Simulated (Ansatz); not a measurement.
# Pt under changes of volume

One of the cells (15.080 Å³/atom); the others are scaled copies at fixed shape and fractional positions:

```xyz
1
Lattice="0.0000 1.9609 1.9609 1.9609 0.0000 1.9609 1.9609 1.9609 0.0000" Properties=species:S:1:pos:R:3 pbc="T T T"
Pt    0.0000    0.0000    0.0000
```

```yaml
Program: Ansatz 0.2.0
Functional: LDA
Potentials_or_basis: all-electron LAPW, scalar-relativistic
Cutoff: 270 eV (chosen from the basis error)
Basis_error_allowed: 0.001 eV/atom
k_mesh: 12 × 12 × 12
Occupations: fermi-dirac, width 0.05 eV
Spin: no spin polarisation
```

```tsv
volume (Å³/atom)	energy over the lowest point (meV/atom)	pressure (GPa)
14.175	?	?
14.477	5.60	6.4
14.778	0.00	-0.2
15.080	6.11	-6.0
15.381	22.54	-11.2
15.683	48.05	-15.7
15.985	81.52	-19.6
```

Q: What does the run at 14.175 Å³/atom give?

A: Energy over the lowest point 24.48 meV/atom; pressure 14.0 GPa.

Worked out: A Birch-Murnaghan fit of order 3 (a polynomial in V^(-2/3)) to the other rows has its minimum at 14.77 Å³/atom with B0 = V·E''(V) = 307 GPa and B' = 5.4. It gives 24.64 meV/atom at 14.175 Å³/atom, against the run's 24.48, and -dE/dV = 14.0 GPa, against 14.0.

Energies are extrapolated to zero smearing.
